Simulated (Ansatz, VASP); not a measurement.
AlNi in VASP and in Ansatz

```
Al Ni
1.0
     3.04138    0.00000    0.00000
     0.00000    3.04138    0.00000
     0.00000    0.00000    2.58517
Al Ni
1 1
Cartesian
  0.0000 0.0000 0.0000
  1.5207 1.5207 1.2926
```

Alike in both runs: task single point; functional PBE; k mesh 18 × 18 × 18; occupations gaussian, width 0.15 eV; no spin polarisation.

```csv
,VASP,Ansatz
version,VASP 6.6.1,Ansatz 0.2.0
potentials or method,"VASP PAW PBE potentials, release 64 (Al, Ni)","scalar-relativistic, plane waves, PAW"
plane-wave cutoff (eV),520,420
valence electrons in the cell,13,21
```

VASP gave:

| Property | Result |
| --- | --- |
| gap on the k mesh at the Fermi level (eV) | none |
| pressure (GPa) | 3.9 |
| largest component of the traceless stress (GPa) | 13.99 |

Question: What did Ansatz give for the same quantities?

Answer: gap on the k mesh at the Fermi level (eV): none; pressure (GPa): 4.2; largest component of the traceless stress (GPa): 13.83.

A gap of «none» marks a metal or a gap that the smearing closes. The two sets of potentials don't hold the same shells in valence.

Spin polarisation is off, so any magnetic state and its effect on volume and gap are missing.
